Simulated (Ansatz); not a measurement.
# Puckered SnTe monolayer in a perpendicular field

What dipole does a perpendicular field induce in the puckered SnTe monolayer, and does the gap follow? A positive field points along +c.

Method: plane-wave DFT, PBE-D3(BJ), Ansatz PAW (set soft_1); PAW set soft_1, in Ansatz 0.2.0.

### Step 1. The structure

The cell holds 4 atoms: 2 Sn and 2 Te. Cell: a = 4.570 Å, b = 4.550 Å, c = 36.981 Å, α = 90.0°, β = 90.0°, γ = 90.0°. Vacuum lies along c.

### Step 2. Relaxation

The starting cell is a guess, so the in-plane lattice and the atoms are relaxed first, with the slab cut off from its images along the normal.

input.yaml reads:

```yaml
crystal:
  lattice:
    - [4.57, 0.0, 0.0]
    - [0.0, 4.55, 0.0]
    - [0.0, 0.0, 36.9807999994]
  atoms:
    - { symbol: Sn, position: [0.06, 0.0, 0.4596980055] }
    - { symbol: Te, position: [0.44, 0.5, 0.4624021114] }
    - { symbol: Te, position: [0.94, 0.0, 0.5375978886] }
    - { symbol: Sn, position: [0.56, 0.5, 0.5403019945] }
  periodic: [true, true, false]
kpoints:
  mp_grid: { grid: [8, 8, 1] }
hamiltonian:
  xc: pbe
  dispersion: d3bj
  pseudopotentials: { kind: paw, azcp: { folder: soft_1 } }
scf:
  occupations: { method: fermi_dirac, width: 0.05 }
  convergence: { dr2_threshold: 1.0e-09 }
relax:
  f_tol: 0.004
  max_steps: 90
  cell: {}
output:
  write_potential: true
  write_density: true
  volumetric_format: npy
```

On the command line:

```
$ ansatz run input.yaml --threads 2 --pin off --max-ram 3072MiB --backend cpu --events-out ev --progress --plain --runs-dir out
```

Numbers of over 12 decimals in the logs are rounded to 6 here.

What it wrote:

```text
Warning: relax.cell: scf.convergence.dr2_threshold = 1e-9 eV is looser than the 2.37387077758e-10 eV advised for a relaxation that steers and ends on the stress (1e-10 eV for each atom of the cell: 4, times the square of relax.cell.stress_2d_tol = 0.05 N/m over 13.0 Å (the atoms' height at the walk's start and 5 Å past either face), 3.852e-2 GPa, over a crystal's default 0.05). What an SCF threshold leaves in a stress goes as its square root, and in the free energy as the threshold itself, and one threshold admits the most on a small cell: [figures from the program's tests cut] Set scf.convergence.dr2_threshold to 2.37387077758e-10 eV or tighter. [rest of the remark cut]
Engine: ansatz 0.2.0, aarch64-unknown-linux-gnu
Pseudopotentials: kind: paw
Pseudopotential: Sn, paw, valence charge 14, recommended cutoff 420 eV (normal), soft_1/Sn.paw.azcp
Pseudopotential: Te, paw, valence charge 16, recommended cutoff 420 eV (normal), soft_1/Te.paw.azcp
Functional definition: PBE
  parameter kappa = 0.804
  parameter beta = 0.066725
  exchange = pbe_x(kappa = kappa, mu = beta*pi^2/3)
  correlation = pbe_c(beta = beta)
Crystal: 4 atoms, lattice volume = 768.960 Å³
Basis set: ecut = 420 eV, 15035 PW (Γ), exchange–correlation on 64×64×500 points (8 copies of the dense FFT grid, shifted against one another)
Bands: 36, of which v1, the nominal top of the filled ones, is band 30 counted from 1 (29 counted from 0)
Symmetry: 4 space group operations
Space group: Pmn21 (ITA 31), of the structure as read, at distance tolerance 9.2e-5 Å
k-points: 25 of 64 (time reversal used)
Non-local potential: Sn, projectors of the file, l = 0: 2, l = 1: 2, l = 2: 2, l = 3: 1
Non-local potential: Te, projectors of the file, l = 0: 2, l = 1: 2, l = 2: 2, l = 3: 1
PAW form: soft (Blöchl's): semilocal exchange-correlation on the pseudo side does not see the compensation charge
PAW one-centre angular grid: Sn, 590 points (default); XC on 64 Gauss nodes
PAW one-centre angular grid: Te, 590 points (default); XC on 64 Gauss nodes
Initial density: superposition of atomic densities (neutral atoms: chi_scale 0, normalization atom)
Initial wavefunctions: pseudopotential atomic-orbital guess
Functional: x = pbe(κ = 0.804, μ = 0.219515), c = pbe(β = 0.066725)
iter 1 solved again at ethr=1.23e-3 eV; its pass at ethr=3.10e-3 eV (dr2=7.36e-1 eV) is discarded
SCF iter   1: F=—  HF=-26010.478600 eV  |F-HF|=—  |Δ(HF+E_count)|=         —  Δρ=7.23e-3  dr2=7.36e-1  ethr=1.23e-3  ⟨swp⟩=2.0  Hψ=7044  notcnv=0
preconditioner: auto → Resta (q_TF=auto, 1.783 Å⁻¹)  ε∞=1.6  [insulator: Δε(μ)=1.288 eV  Ē_g=7.924 eV  σ=0.050 eV  W_gap=1.00  n_scr=72 (ndim 8)  ℏωp=6.0 eV  f_vac=0.788  D(μ)=0.00/eV (n_scr^D=0)  ε∞_Penn≈1.6  vacuum switching on, ρ_ref=4.6e-3 e/Å³]
SCF iter   2: F=—  HF=-26010.324072 eV  |F-HF|=—  |Δ(HF+E_count)|=   1.55e-1  Δρ=3.47e-3  dr2=8.63e-2  ethr=1.23e-3  ⟨swp⟩=4.0  Hψ=1631  notcnv=0  defer=1
SCF iter   3: F=—  HF=-26010.321092 eV  |F-HF|=—  |Δ(HF+E_count)|=   2.98e-3  Δρ=1.43e-3  dr2=2.02e-2  ethr=1.44e-4  ⟨swp⟩=3.8  Hψ=2310  notcnv=0  defer=24
SCF iter   4: F=—  HF=-26010.320855 eV  |F-HF|=—  |Δ(HF+E_count)|=   2.37e-4  Δρ=3.62e-4  dr2=2.35e-3  ethr=3.37e-5  ⟨swp⟩=3.4  Hψ=1559  notcnv=0  defer=24
SCF iter   5: F=—  HF=-26010.320659 eV  |F-HF|=—  |Δ(HF+E_count)|=   1.96e-4  Δρ=1.18e-4  dr2=1.01e-4  ethr=3.92e-6  ⟨swp⟩=3.5  Hψ=1618  notcnv=0  defer=24
SCF iter   6: F=—  HF=-26010.320693 eV  |F-HF|=—  |Δ(HF+E_count)|=   3.37e-5  Δρ=3.87e-5  dr2=9.01e-6  ethr=1.69e-7  ⟨swp⟩=3.4  Hψ=1701  notcnv=0  defer=24
SCF iter   7: F=—  HF=-26010.320682 eV  |F-HF|=—  |Δ(HF+E_count)|=   1.05e-5  Δρ=7.45e-6  dr2=4.03e-7  ethr=1.50e-8  ⟨swp⟩=3.4  Hψ=1825  notcnv=0  defer=24
SCF iter   8: F=—  HF=-26010.320692 eV  |F-HF|=—  |Δ(HF+E_count)|=   9.38e-6  Δρ=1.99e-6  dr2=3.02e-8  ethr=6.72e-10  ⟨swp⟩=3.4  Hψ=2027  notcnv=0  defer=24
SCF iter   9: F=—  HF=-26010.320692 eV  |F-HF|=—  |Δ(HF+E_count)|=   2.54e-8  Δρ=5.30e-7  dr2=1.73e-9  ethr=5.03e-11  ⟨swp⟩=3.5  Hψ=1971  notcnv=0  defer=24
SCF iter  10: F=-26010.320692 eV  HF=-26010.320692 eV  |F-HF|=1.35e-10  |Δ(HF+E_count)|=   2.21e-9  Δρ=9.86e-8  dr2=6.15e-11  ethr=1.67e-12  ⟨swp⟩=12.6  Hψ=6688  notcnv=0
SCF 1 converged in 10 iterations: F = -26010.320692 eV  dr2 = 6.15e-11
  greatest PAW one-centre occupation: 0.998 electrons in one spin orbital (limit 2), on the Te atom at site 1 (counted from 0), in its partial waves of l = 2
relax step   1: F+E_penalty+E_count = -26010.32069170 eV  Δ(F+E_penalty+E_count) = +0.000e0 eV  max|allowed force component| = 9.645e-1 eV/Å  Δτ_max = 0.0000 Å  P = +2.812 N/m  Ω = 768.960 Å³  fix = [c, alpha, beta]  reactions: c +0.000 N/m  (10 SCF iters, accepted)
Crystal: 4 atoms, lattice volume = 780.789 Å³
Basis set: ecut = 420 eV, 15271 PW (Γ), exchange–correlation on 64×64×500 points (8 copies of the dense FFT grid, shifted against one another)
Initial density: handed on by an earlier stage of this run
Initial wavefunctions: those handed on with the density
iter 1 solved again at ethr=2.37e-4 eV; its pass at ethr=3.10e-3 eV (dr2=1.42e-1 eV) is discarded
SCF iter   1: F=—  HF=-26010.602758 eV  |F-HF|=—  |Δ(HF+E_count)|=         —  Δρ=3.43e-3  dr2=1.46e-1  ethr=2.37e-4  ⟨swp⟩=3.0  Hψ=6424  notcnv=0
preconditioner: auto → Resta (q_TF=auto, 1.779 Å⁻¹)  ε∞=1.6  [insulator: Δε(μ)=1.086 eV  Ē_g=7.427 eV  σ=0.050 eV  W_gap=1.00  n_scr=72 (ndim 8)  ℏωp=5.9 eV  f_vac=0.794  D(μ)=0.00/eV (n_scr^D=0)  ε∞_Penn≈1.6  vacuum switching on, ρ_ref=4.0e-3 e/Å³]
SCF iter   2: F=—  HF=-26010.573168 eV  |F-HF|=—  |Δ(HF+E_count)|=   2.96e-2  Δρ=1.57e-3  dr2=1.64e-2  ethr=2.37e-4  ⟨swp⟩=4.8  Hψ=1841  notcnv=0
SCF iter   3: F=—  HF=-26010.573478 eV  |F-HF|=—  |Δ(HF+E_count)|=   3.10e-4  Δρ=6.84e-4  dr2=3.32e-3  ethr=2.74e-5  ⟨swp⟩=3.1  Hψ=1666  notcnv=0
SCF iter   4: F=—  HF=-26010.574170 eV  |F-HF|=—  |Δ(HF+E_count)|=   6.92e-4  Δρ=1.27e-4  dr2=2.87e-4  ethr=5.53e-6  ⟨swp⟩=3.1  Hψ=1415  notcnv=0
SCF iter   5: F=—  HF=-26010.574171 eV  |F-HF|=—  |Δ(HF+E_count)|=   8.11e-7  Δρ=4.57e-5  dr2=3.27e-5  ethr=4.79e-7  ⟨swp⟩=3.6  Hψ=1871  notcnv=0
SCF iter   6: F=—  HF=-26010.574166 eV  |F-HF|=—  |Δ(HF+E_count)|=   4.92e-6  Δρ=1.43e-5  dr2=1.44e-6  ethr=5.45e-8  ⟨swp⟩=3.4  Hψ=1709  notcnv=0
SCF iter   7: F=—  HF=-26010.574176 eV  |F-HF|=—  |Δ(HF+E_count)|=   1.04e-5  Δρ=4.17e-6  dr2=1.12e-7  ethr=2.39e-9  ⟨swp⟩=3.2  Hψ=1784  notcnv=0
SCF iter   8: F=—  HF=-26010.574176 eV  |F-HF|=—  |Δ(HF+E_count)|=   1.37e-7  Δρ=1.13e-6  dr2=1.17e-8  ethr=1.87e-10  ⟨swp⟩=3.0  Hψ=1837  notcnv=0
[...]
SCF iter   5: F=—  HF=-26010.627293 eV  |F-HF|=—  |Δ(HF+E_count)|=   2.49e-5  Δρ=2.17e-5  dr2=2.98e-6  ethr=1.82e-7  ⟨swp⟩=3.7  Hψ=1715  notcnv=0
SCF iter   6: F=—  HF=-26010.627303 eV  |F-HF|=—  |Δ(HF+E_count)|=   9.69e-6  Δρ=5.00e-6  dr2=1.55e-7  ethr=4.97e-9  ⟨swp⟩=2.8  Hψ=1780  notcnv=0
SCF iter   7: F=—  HF=-26010.627303 eV  |F-HF|=—  |Δ(HF+E_count)|=   9.69e-9  Δρ=1.17e-6  dr2=9.76e-9  ethr=2.58e-10  ⟨swp⟩=3.0  Hψ=1887  notcnv=0
SCF iter   8: F=-26010.627303 eV  HF=-26010.627303 eV  |F-HF|=2.40e-10  |Δ(HF+E_count)|=   8.83e-9  Δρ=3.13e-7  dr2=8.93e-10  ethr=1.67e-12  ⟨swp⟩=13.7  Hψ=7157  notcnv=0
SCF 3 converged in 8 iterations: F = -26010.627303 eV  dr2 = 8.93e-10
relax step   3: F+E_penalty+E_count = -26010.62730312 eV  Δ(F+E_penalty+E_count) = -5.313e-2 eV  max|allowed force component| = 4.745e-2 eV/Å  Δτ_max = 0.1698 Å  P = +0.075 N/m  Ω = 784.066 Å³  energy of the carried Pulay correction = -2.904e-4 eV  fix = [c, alpha, beta]  reactions: c +0.000 N/m  (8 SCF iters, accepted)
[...]
relax step   4: F+E_penalty+E_count = -26010.62851379 eV  Δ(F+E_penalty+E_count) = -1.211e-3 eV  max|allowed force component| = 2.290e-2 eV/Å  Δτ_max = 0.0106 Å  P = -0.004 N/m  Ω = 785.012 Å³  energy of the carried Pulay correction = -3.083e-4 eV  fix = [c, alpha, beta]  reactions: c +0.000 N/m  (7 SCF iters, accepted)
[...]
relax step   5: F+E_penalty+E_count = -26010.62914394 eV  Δ(F+E_penalty+E_count) = -6.301e-4 eV  max|allowed force component| = 1.356e-2 eV/Å  Δτ_max = 0.0210 Å  P = +0.018 N/m  Ω = 785.924 Å³  energy of the carried Pulay correction = -3.255e-4 eV  fix = [c, alpha, beta]  reactions: c +0.000 N/m  (8 SCF iters, accepted)
[...]
relax step   6: F+E_penalty+E_count = -26010.62930324 eV  Δ(F+E_penalty+E_count) = -1.593e-4 eV  max|allowed force component| = 1.427e-3 eV/Å  Δτ_max = 0.0063 Å  P = -0.005 N/m  Ω = 786.085 Å³  energy of the carried Pulay correction = -3.285e-4 eV  fix = [c, alpha, beta]  reactions: c -0.000 N/m  (7 SCF iters, accepted)
Initial wavefunctions: pseudopotential atomic-orbital guess (no wavefunctions were taken with the density)
iter 1 solved again at ethr=1.66e-6 eV; its pass at ethr=3.10e-3 eV (dr2=9.94e-4 eV) is discarded
SCF iter   1: F=—  HF=-26010.629062 eV  |F-HF|=—  |Δ(HF+E_count)|=         —  Δρ=2.28e-5  dr2=2.83e-7  ethr=1.66e-6  ⟨swp⟩=6.0  Hψ=8850  notcnv=0
eigensolver tolerance schedule: the retry pair's looser diagonalisation over-reported the residual by 3505.81 of it (diagonalisation noise at an unbounded share of the residual, at the tolerance the schedule requests for it); recorded, not acted on — ethr = c·dr2/N_el stays at c = 1.0e-1
preconditioner: auto → Resta (q_TF=auto, 1.777 Å⁻¹)  ε∞=1.6  [insulator: Δε(μ)=0.961 eV  Ē_g=7.446 eV  σ=0.050 eV  W_gap=1.00  n_scr=72 (ndim 8)  ℏωp=5.9 eV  f_vac=0.796  D(μ)=0.00/eV (n_scr^D=0)  ε∞_Penn≈1.6  vacuum switching on, ρ_ref=4.0e-3 e/Å³]
SCF iter   2: F=—  HF=-26010.629405 eV  |F-HF|=—  |Δ(HF+E_count)|=   3.43e-4  Δρ=1.12e-5  dr2=7.33e-8  ethr=4.72e-10  ⟨swp⟩=4.6  Hψ=2501  notcnv=0
SCF iter   3: F=—  HF=-26010.629567 eV  |F-HF|=—  |Δ(HF+E_count)|=   1.62e-4  Δρ=3.44e-6  dr2=9.90e-9  ethr=1.22e-10  ⟨swp⟩=4.3  Hψ=2172  notcnv=0
iter 4 met the thresholds in force, and the SCF goes on: an eigenvalue changes by 13.60 meV, over its tolerance of 1.06 meV (output.eigenvalues, Limitations)
SCF iter   4: F=-26010.629604 eV  HF=-26010.629599 eV  |F-HF|=4.93e-6  |Δ(HF+E_count)|=   3.15e-5  Δρ=8.57e-7  dr2=5.91e-10  ethr=1.67e-12  ⟨swp⟩=17.8  Hψ=8598  notcnv=0
iter 5 met the thresholds in force, and the SCF goes on: an eigenvalue changes by 2.82 meV, over its tolerance of 1.06 meV (output.eigenvalues, Limitations)
SCF iter   5: F=-26010.629604 eV  HF=-26010.629603 eV  |F-HF|=3.23e-7  |Δ(HF+E_count)|=   4.60e-6  Δρ=1.59e-7  dr2=1.28e-10  ethr=1.00e-12  ⟨swp⟩=9.6  Hψ=5956  notcnv=0
Mixer restart at iter 5: flushing history
SCF iter   6: F=-26010.629604 eV  HF=-26010.629604 eV  |F-HF|=3.35e-10  |Δ(HF+E_count)|=   3.24e-7  Δρ=1.10e-7  dr2=3.73e-10  ethr=1.00e-12  ⟨swp⟩=9.4  Hψ=6521  notcnv=0
SCF 7 converged in 6 iterations: F = -26010.629604 eV  dr2 = 3.73e-10
relax step   7: F+E_penalty+E_count = -26010.62960360 eV  Δ(F+E_penalty+E_count) = -3.004e-4 eV  max|allowed force component| = 1.456e-3 eV/Å  Δτ_max = 0.0000 Å  P = -0.006 N/m  Ω = 786.085 Å³  fix = [c, alpha, beta]  reactions: c -0.000 N/m  stress off target by 1.40e-2 N/m on what of the cell is left free  SCF on the basis re-selected at this cell (its energy is not comparable with the rows above)  (6 SCF iters)
basis re-selected at this cell: Δ(F+E_penalty+E_count) = -3.004e-4 eV, ΔP = -0.001 N/m vs the last step (what re-selecting the basis moved, of the pressure what is left beyond the Pulay correction that the steps carried, after the strain that the cell walked since its last selection, with what the two solves' SCF thresholds leave and, on support functions, any second-order correction that the steps lacked; it is no m [...]
SCF converged after 6 iterations
an eigenvalue changed by more than its tolerance at an iteration that met the thresholds in force, so the SCF went on 2 times, its first undamped step at iteration 5: the last check found none over its tolerance
Free energy (F): -26010.629604 eV
Harris-Foulkes:  -26010.629604 eV  (|F-HF|=3.35e-10)
Internal energy: -26010.629597 eV  (E = F + TS)
E sigma→0 (E₀):  -26010.629600 eV
Entropy (-TS):   -0.000007 eV (-0.002 meV/atom)
Fermi energy:    -3.800269 eV
--- Per-component energies (eV) ---
  E_band       = -1508.627381
  E_kinetic    = 674.413672
  E_local      = -119997.960019  (includes V_loc(G=0)·N_el)
  E_nonlocal   = 422.194179
  E_hartree    = 59595.040255
  E_xc         = -494.308480
  E_vxc        = -360.676463  (∫ρ·V_xc dr)
  E_paw        = -18079.578529  (= ΣΔE_a)
  E_vpaw       = -1436.676847  (= ΣTr[D̂ρ^β])
  E_aug_tail   = 0.000765  (compensation charges beyond the density's cutoff)
  E_ewald      = 51870.618245
  E_disp       = -1.049687  (pairwise vdW)
  E_smearing   = -0.000007  (= −TS)
  E_closure    = -0.000000  (closes the sum)
  Σ components = -26010.629604   (vs F -26010.629604, Δ=0.00e0)
--- Forces (eV/Å), atoms counted from 1 ---
  atom   1  Sn     0.00145614    -0.00000000     0.00010032
  atom   2  Te    -0.00145597     0.00000000    -0.00036230
  atom   3  Te    -0.00145597     0.00000000     0.00036230
  atom   4  Sn     0.00145614    -0.00000000    -0.00010032
  max |Σ_I F_I| component: 3.40e-7 eV/Å
--- 2D stress c σ (N/m, compression-positive) ---
       -0.013971      -0.000000      -0.000000
       -0.000000       0.001333      -0.000000
       -0.000000      -0.000000      -0.000000
  P = ½ c Tr σ = -0.0063 N/m
--- Band table (eV; the first three rows and the last of 25) ---
  k-point 0: bands = [... 26 lower, -7.0463, -5.9619, -5.9375, -5.0990, -2.8571, -1.5312, -0.9972, -0.7068, ... 2 higher]
  k-point 1: bands = [... 26 lower, -6.8526, -5.9430, -5.5878, -5.1382, -2.8772, -1.4471, -1.2685, -1.2272, ... 2 higher]
  k-point 2: bands = [... 26 lower, -6.4648, -5.7417, -5.2818, -5.0000, -2.8423, -2.4415, -2.2176, -1.4439, ... 2 higher]
  k-point 24: bands = [... 26 lower, -7.4383, -7.4383, -5.9926, -5.9926, -1.5761, -1.5761, -0.4047, -0.4047, ... 2 higher]
  the weakly bound empty levels are not read free of the cell's end (no_gap_told)
--- Relaxed structure (6 steps of the walk, 6 accepted, 1 SCFs on fresh bases) ---
  F+E_penalty+E_count = -26010.62960360 eV   max|allowed force component| = 1.456e-3 eV/Å   (the final SCF, on the basis selected at the relaxed cell)
  cell:  # Å, volume = 786.0854 Å³
    - [4.673217, 0, 0]
    - [0, 4.548598, 0]
    - [0, 0, 36.9807999994]
  atoms:
    - { symbol: Sn, position: [0.025647, 0, 0.463022] }
    - { symbol: Te, position: [0.474353, 0.500000, 0.458111] }
    - { symbol: Te, position: [0.974353, 0, 0.541889] }
    - { symbol: Sn, position: [0.525647, 0.500000, 0.536978] }
```

Run time: 3.4 min. Hardware: 2 threads of Arm Neoverse V2, shared host; peak memory 1.1 GiB.

Step by step:

| step | energy less that of the first step (eV) | largest force component (eV/Å) | volume (Å³) |
| --- | --- | --- | --- |
| 1 | 0.0000 | 0.9645 | 768.96 |
| 2 | -0.2535 | 0.4004 | 780.79 |
| 3 | -0.3066 | 0.0474 | 784.07 |
| 4 | -0.3078 | 0.0229 | 785.01 |
| 5 | -0.3085 | 0.0136 | 785.92 |
| 6 | -0.3086 | 0.0014 | 786.09 |
| 7* | -0.3089 | 0.0015 | 786.09 |

Relaxation steps marked * repeat the geometry before them on a plane-wave basis chosen anew for their cell, so energy and pressure can jump there.

Forces are held to the 4 operations that the run works with; a distortion that breaks them can't arise in this run.

| cell as run | before | after | change |
| --- | --- | --- | --- |
| a (Å) | 4.570 | 4.673 | +2.3 % |
| b (Å) | 4.550 | 4.549 | -0.0 % |

The atoms that moved most (Å, along periodic axes as changes of fractional coordinates times the final cell, across vacuum about the mean position):

| atom | dx | dy | dz | length |
| --- | --- | --- | --- | --- |
| Te2 | 0.161 | 0.000 | -0.159 | 0.226 |
| Te3 | 0.161 | 0.000 | 0.159 | 0.226 |
| Sn4 | -0.161 | 0.000 | -0.123 | 0.202 |
| Sn1 | -0.161 | 0.000 | 0.123 | 0.202 |

Final coordinates:

```cif
data_structure
_symmetry_space_group_name_H-M 'P 1'
_symmetry_Int_Tables_number 1
_cell_length_a 4.6732
_cell_length_b 4.5486
_cell_length_c 36.9808
_cell_angle_alpha 90.000
_cell_angle_beta 90.000
_cell_angle_gamma 90.000
_cell_volume 786.09
loop_
_atom_site_label
_atom_site_type_symbol
_atom_site_fract_x
_atom_site_fract_y
_atom_site_fract_z
_atom_site_occupancy
Sn1 Sn 0.02565 0.00000 0.46302 1
Te2 Te 0.47435 0.50000 0.45811 1
Te3 Te 0.97435 0.00000 0.54189 1
Sn4 Sn 0.52565 0.50000 0.53698 1
```

The lattice constant a goes from 4.570 to 4.673 Å.

(Continued in part 2 of 2.)

[Logs are printed without paths, hosts, clocks, repeated set-up lines and the standing remarks that a program may print on its own settings, such as how far it seeks lower states.]

[Hosts, paths, dates, database ids (printed as entryN), source tags and the programs' standing remarks are cut or masked in the printed files.]

[Maps of the electrostatic potential energy from Ansatz leave out the sawtooth potential of an applied field or a dipole correction, so their vacuum need not be flat; planar profiles and work functions include it.]
